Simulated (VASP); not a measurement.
# P (R-3m) in VASP: notebook

Runs on P. Level: LDA. Tasks: relaxation of cell and atoms.

Program: VASP 6.6.1. These are calculated values, not measurements. Logs are shortened: lines on timing, memory, paths and dates and some standing lists are left out, and cuts for length are marked.

## (1) The structure

It takes space group R-3m (No. 166, trigonal). Conventional cell: a = 3.451 Å, b = 3.451 Å, c = 9.389 Å, α = 90.00°, β = 90.00°, γ = 120.00°. P (site symmetry 3m) has 3 P at 2.29 Å as nearest neighbours.

This isn't the form of P at room conditions, which is orthorhombic.

## (2) Relaxation of cell and atoms, LDA, target pressure 6 GPa, at which the enthalpy is minimised

The input, INCAR:

```
  PREC = Accurate
  ENCUT = 520
  EDIFF = 1E-7
  ISMEAR = 0
  SIGMA = 0.02
  LREAL = False
  LASPH = True
  NELM = 60
  ALGO = Fast
  ISIF = 3
  LWAVE = False
  LCHARG = False
  GGA = CA
  IBRION = 2
  NSW = 80
  EDIFFG = -0.002
  PSTRESS = 60.0
```

The input, KPOINTS:

```
regular mesh
0
Gamma
  12 12 12
```

The input, POSCAR:

```
P
1.0
    1.7257251800      0.9963479000      3.1296800100
   -1.7257251800      0.9963479000      3.1296800100
    0.0000000000     -1.9926957900      3.1296800100
P
2
Direct
    0.2270802500      0.2270802500      0.2270802500
    0.7729197500      0.7729197500      0.7729197500
```

Potentials or basis: VASP PAW LDA potentials, release 64 (P).

On the command line:

```sh
$ cat potpaw_LDA.64/P/POTCAR > POTCAR
$ mpirun -np 1 vasp_std > vasp.out
```

OUTCAR:

```text
PREC = Accurate
   ENCUT = 520
   EDIFF = 1E-7
   ISMEAR = 0
   LREAL = False
   LASPH = True
   NELM = 60
   ISIF = 3
   GGA = CA
   IBRION = 2
   NSW = 80
   EDIFFG = -0.002
   PSTRESS = 60.0

 ion  position               nearest neighbor table
   1  0.227  0.227  0.227-   2 2.29   2 2.29   2 2.29   2 2.82   2 2.82   2 2.82
   2  0.773  0.773  0.773-   1 2.29   1 2.29   1 2.29   1 2.82   1 2.82   1 2.82

  LATTYP: Found a trigonal (rhomboedric) cell.
 ALAT       =     3.7102201417
 COS(alpha) =     0.5673129373

  Lattice vectors:

 A1 = (   1.7257251800,   0.9963479000,   3.1296800100)
 A2 = (  -1.7257251800,   0.9963479000,   3.1296800100)
 A3 = (   0.0000000000,  -1.9926957900,   3.1296800100)

Analysis of symmetry for initial positions (statically):
=====================================================================
 Subroutine PRICEL returns:
 Original cell was already a primitive cell.

 Routine SETGRP: Setting up the symmetry group for a
 trigonal (rhombohedral) supercell.

 Subroutine GETGRP returns: Found 12 space group operations
 (whereof 12 operations were pure point group operations)
 out of a pool of 12 trial point group operations.

The static configuration has the point symmetry D_3d.

Analysis of symmetry for dynamics (positions and initial velocities):
=====================================================================
 Subroutine PRICEL returns:
 Original cell was already a primitive cell.

 Routine SETGRP: Setting up the symmetry group for a
 trigonal (rhombohedral) supercell.

 Subroutine GETGRP returns: Found 12 space group operations
 (whereof 12 operations were pure point group operations)
 out of a pool of 12 trial point group operations.

The dynamic configuration has the point symmetry D_3d.

 Subroutine INISYM returns: Found 12 space group operations
 (whereof 12 operations are pure point group operations),
 and found     1 'primitive' translations

----------------------------------------------------------------------------------------

                                     Primitive cell

  volume of cell :      32.2875

  direct lattice vectors                    reciprocal lattice vectors
     1.725725180  0.996347900  3.129680010     0.289733270  0.167277582  0.106507161
    -1.725725180  0.996347900  3.129680010    -0.289733270  0.167277582  0.106507161
     0.000000000 -1.992695790  3.129680010     0.000000000 -0.334555163  0.106507162

  length of vectors
     3.710220142  3.710220142  3.710220139     0.351099605  0.351099605  0.351099605

  position of ions in fractional coordinates (direct lattice)
     0.227080250  0.227080250  0.227080250
     0.772919750  0.772919750  0.772919750

  ion indices of the primitive-cell ions
   primitive index   ion index
                 1           1
                 2           2

[... 77 lines left out ...]
   ISIF   =      3    stress and relaxation
   ISYM   =      2    0-nonsym 1-usesym 2-fastsym
   POTIM  = 0.5000    time-step for ionic-motion
   TEBEG  =    0.0;   TEEND  =   0.0 temperature during run
   PSTRESS=   60.0 pullay stress
   NELECT =      10.0000    total number of electrons
   NUPDOWN=      -1.0000    fix difference up-down
   EMIN   =  10.00;   EMAX   =-10.00  energy-range for DOS
   EFERMI =   0.00;   METHOD = LEGACY
   ISMEAR =     0;   SIGMA  =   0.02  broadening in eV -4-tet -1-fermi 0-gaus
   EFERMI_NEDOS =   21; number of points for ismear=-14 and -15
   IALGO  =     68    algorithm
   IMIX   =      4    mixing-type and parameters
     AMIX     =   0.40;   BMIX     =  1.00
     AMIX_MAG =   1.60;   BMIX_MAG =  1.00
  volume/ion in A,a.u.               =      16.14       108.94
  Fermi-wavevector in a.u.,A,eV,Ry     =   1.107636  2.093128 16.692396  1.226857
  Thomas-Fermi vector in A             =   2.244152
   LORBIT       =      0    0 simple, 1 ext, 2 COOP (PROOUT), +10 PAW based schemes
   GGA     = CA    functional components
   LHFCALC =     F    Hartree Fock is set to
   AEXX    =    0.0000 exact exchange contribution
   IVDW    =     0    specifies the selected vdW correction
   LEPSILON=     F    determine dielectric tensor
   LRPA    =     F    only Hartree local field effects (RPA)
 conjugate gradient relaxation of ions
 non-spin polarized calculation
 RMM-DIIS sequential band-by-band and
 Gauss-broadening in eV      SIGMA  =   0.02
  energy-cutoff  :      520.00
  volume of cell :       32.29
 maximum number of plane-waves:       886
   NGX = 13   NGY = 13   NGZ = 13

--------------------------------------- Ionic step        1  -------------------------------------------

 number of electron      10.0000000 magnetization

 Free energy of the ion-electron system (eV)
  ---------------------------------------------------
  ext. energy  EPLUGINS =         0.00000000
  ---------------------------------------------------
  free energy    TOTEN  =       -12.09844677 eV

  energy without entropy =      -12.09834142  energy(sigma->0) =      -12.09839410

 E-fermi :   8.9090     XC(G=0): -10.8974

 val. band max:        8.9063015673   @ k =   0.3333   0.3333   0.3333
 cond. band min:       8.9091700491   @ k =   0.5000   0.5000   0.0000
 fundamental gap:      0.0028684818
 Fermi energy:         8.9090306191

 k-point     1 :       0.0000    0.0000    0.0000
  band No.  band energies     occupation
      1      -7.5847      2.00000
      2       5.2876      2.00000
      3       5.7627      2.00000
      4       6.0149      2.00000
      5       6.0149      2.00000
      6      10.1848      0.00000
      7      11.5055      0.00000
      8      11.5055      0.00000
      9      14.6790      0.00000
[... 385 lines left out ...]
  energy  without entropy=      -12.0797002936  energy(sigma->0) =      -12.07974484

  enthalpy is  TOTEN    =       -10.9881182491 eV   P V=        1.0916711446

[... ionic steps 4 to 15 ...]

--------------------------------------- Ionic step       16  -------------------------------------------

 number of electron      10.0000000 magnetization

------------------------ aborting loop because EDIFF is reached ----------------------------------------
[... 71 lines left out ...]
--------------------------------------- Ionic step       18  -------------------------------------------

 number of electron      10.0000000 magnetization

 Free energy of the ion-electron system (eV)
  ---------------------------------------------------
  ext. energy  EPLUGINS =         0.00000000
  ---------------------------------------------------
  free energy    TOTEN  =       -12.10026365 eV

  energy without entropy =      -12.10022019  energy(sigma->0) =      -12.10024192

 E-fermi :  10.7847     XC(G=0): -11.6784

 val. band max:       10.7689444342   @ k =   0.3333   0.0000  -0.0000
 cond. band min:      10.7957560339   @ k =   0.3333   0.3333   0.3333
 fundamental gap:      0.0268115997
 Fermi energy:        10.7846517032

 k-point     1 :       0.0000    0.0000    0.0000
  band No.  band energies     occupation
      1      -6.6035      2.00000
      2       8.2493      2.00000
      3       8.2493      2.00000
      4       8.4653      2.00000
      5       9.7255      2.00000
      6      14.2748      0.00000
      7      14.7258      0.00000
      8      14.7258      0.00000
      9      16.2395      0.00000
[... 309 lines left out ...]
  energy  without entropy=      -12.1002201920  energy(sigma->0) =      -12.10024192

  enthalpy is  TOTEN    =       -11.0819727649 eV   P V=        1.0182908875

 reached required accuracy - stopping structural energy minimisation
```

OSZICAR:

```text
N       E                     dE             d eps       ncg     rms          rms(c)
DAV:   1     0.226672534728E+02    0.22667E+02   -0.47214E+03  3402   0.960E+02
DAV:   2    -0.111052777407E+02   -0.33773E+02   -0.32694E+02  5046   0.129E+02
DAV:   3    -0.121599320458E+02   -0.10547E+01   -0.10505E+01  4296   0.248E+01
[... 153 lines left out ...]
  17 F= -.11081968E+02 E0= -.11081943E+02  d E =-.224310E-04
       N       E                     dE             d eps       ncg     rms          rms(c)
DAV:   1    -0.121002635378E+02    0.38305E-04   -0.24575E-04  3865   0.984E-02    0.924E-03
RMM:   2    -0.121002637637E+02   -0.22585E-06   -0.61866E-06  3402   0.230E-02    0.354E-03
RMM:   3    -0.121002636533E+02    0.11039E-06   -0.48456E-07  3362   0.698E-03    0.118E-03
RMM:   4    -0.121002636524E+02    0.85322E-09   -0.71471E-08  2314   0.244E-03
  18 F= -.11081973E+02 E0= -.11081951E+02  d E =-.515246E-05
```

Wall time 4.2 min (1 thread of Intel Xeon Platinum 8559C (Emerald Rapids), shared host); peak memory 0.18 GiB.

What came out:

```
Free energy                                            : -12.1003 eV
Relaxed volume                                         : 13.60 Å³/atom
Relaxed cell                                           : a = 3.375 Å, b = 3.375 Å, c = 3.375 Å, α = 60.01°, β = 60.01°, γ = 60.01°
Space group after relaxing (to 0.05 Å)                 : R-3m (No. 166)
Energy change on relaxing (the enthalpy is what falls) : -0.9 meV/atom
Ionic steps                                            : 18
Pressure after relaxing                                : 6.0 GPa
Band gap on the k mesh                                 : none (metal or under the smearing width)
```

Step by step:
```
step  energy change (eV)  largest force (eV/Å)  pressure (GPa)  volume (Å³)
   1              0.0000                0.2077           -3.27        32.29
   2              0.0704                0.9211           11.11        28.12
   3              0.0187                0.7304            6.66        29.15
   4             -0.0030                0.3326            6.76        28.45
   5              0.0055                0.0186            7.39        27.60
   6              0.0117                0.0292            7.68        27.40
   7             -0.0205                0.0250            3.61        28.05
   8             -0.0171                0.0391            4.24        27.95
   9             -0.0124                0.2057            4.60        27.67
  10             -0.0133                0.1898            4.58        27.69
  11              0.0076                0.1946            7.44        27.05
  12              0.0015                0.1971            6.68        27.20
  13             -0.0006                0.0398            6.27        27.16
  14             -0.0004                0.0061            6.16        27.15
  15             -0.0005                0.0005            6.17        27.16
  16             -0.0029                0.0012            5.84        27.22
  17             -0.0019                0.0007            5.97        27.19
  18             -0.0018                0.0005            5.99        27.19
```

Final structure:
```cif
data_structure
_symmetry_space_group_name_H-M 'P 1'
_symmetry_Int_Tables_number 1
_cell_length_a 3.3751
_cell_length_b 3.3751
_cell_length_c 3.3751
_cell_angle_alpha 60.008
_cell_angle_beta 60.008
_cell_angle_gamma 60.008
_cell_volume 27.19
loop_
_atom_site_label
_atom_site_type_symbol
_atom_site_fract_x
_atom_site_fract_y
_atom_site_fract_z
_atom_site_occupancy
P1 P 0.24084 0.24084 0.24084 1
P2 P 0.75916 0.75916 0.75916 1
```

Caveat: the cell is relaxed towards a set pressure, so the enthalpy falls and the energy may rise; the volume moved by over 15 % at a fixed basis, so the end points are rough.

## (3) Relaxation of cell and atoms, LDA, target pressure 6 GPa, at which the enthalpy is minimised

This run uses another cell than the first one, of 13.60 Å³/atom, 0.842 times its volume.

INCAR is that of step 2.

KPOINTS is that of step 2.

The input, POSCAR:

```
P                                       
1.0
    1.6877595281      0.9744284209      2.7556206458
   -1.6877595281      0.9744284209      2.7556206458
    0.0000000000     -1.9488568300      2.7556206451
  P             
     2
Direct
     0.2408372906504272    0.2408372906504272    0.2408372906519201
     0.7591627093495723    0.7591627093495723    0.7591627093480798
```

Potentials or basis: VASP PAW LDA potentials, release 64 (P).

On the command line:

```sh
$ cat potpaw_LDA.64/P/POTCAR > POTCAR
$ mpirun -np 1 vasp_std > vasp.out
```

Run time: 24 s. Hardware: 1 thread of Intel Xeon Platinum 8559C (Emerald Rapids), shared host; peak memory 0.15 GiB.

The run converged. Its results:

| Item | Value |
| --- | --- |
| Free energy | -12.0993 eV |
| Pressure after relaxing | 6.0 GPa |
| Band gap on the k mesh | none (metal or under the smearing width) |

Final structure:
```xyz
2
Lattice="1.6878 0.9744 2.7556 -1.6878 0.9744 2.7556 0.0000 -1.9489 2.7556" Properties=species:S:1:pos:R:3 pbc="T T T"
P     0.0000    0.0000    1.9910
P     0.0000    0.0000    6.2759
```

Levels at points of the mesh, in eV from the Fermi level:
| k point | band 1 | band 2 | band 3 | band 4 | band 5 | band 6 | band 7 | band 8 | band 9 |
| --- | --- | --- | --- | --- | --- | --- | --- | --- | --- |
| (0.00, 0.00, 0.00) | -17.39 | -2.54 | -2.54 | -2.32 | -1.06 | 3.49 | 3.94 | 3.94 | 5.46 |
| (0.50, 0.00, 0.00) | -13.17 | -12.74 | -2.49 | -2.08 | -1.10 | -0.79 | 1.27 | 1.59 | 12.04 |
| (0.50, 0.50, 0.00) | -12.73 | -9.64 | -7.38 | -5.84 | -5.69 | 0.20 | 8.26 | 8.42 | 9.35 |
| (0.50, 0.50, 0.50) | -13.57 | -12.26 | -2.21 | -2.21 | -1.16 | -1.16 | 0.99 | 1.94 | 11.63 |

Caveat: the relaxation stopped at its first step, so nothing moved; the cell is relaxed towards a set pressure, so the enthalpy falls and the energy may rise.
